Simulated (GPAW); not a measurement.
The system is C.

```
CELL_PARAMETERS angstrom
0.00000 1.78337 1.78337
1.78337 0.00000 1.78337
1.78337 1.78337 0.00000
ATOMIC_POSITIONS crystal
C 0.75000 0.75000 0.75000
C 0.50000 0.50000 0.50000
```

This isn't the form of C at room conditions, which is graphite.

Base run:

```yaml
Program: GPAW 26.7.0
Functional: RPBE
Potentials_or_basis: the program's PAW data sets (release 1.2.1) made for this functional
Cutoff: 800 eV
Basis: pw
k_mesh: 13 × 13 × 13
Occupations: fermi-dirac, width 0.05 eV
Spin: no spin polarisation
```

Its results: band gap on the k mesh 4.14 eV, indirect (least direct gap 5.60 eV); pressure 7.6 GPa.

**Question.** After a change of settings the same cell gave: band gap on the k mesh 4.14 eV, indirect (least direct gap 5.60 eV); pressure 6.1 GPa. Which change was it?
A. functional from RPBE to LDA; band points from 100 to 80
B. functional from RPBE to LDA; occupations from fermi-dirac, width 0.05 eV to gaussian, width 0.1 eV
C. functional from RPBE to revPBE; band points from 100 to 80
D. functional from RPBE to BLYP; potentials or basis from the program's PAW data sets (release 1.2.1) made for this functional to PAW data sets generated in the run's folder for this functional

**Answer.** C.

Runs at the PBE level aren't shown here.
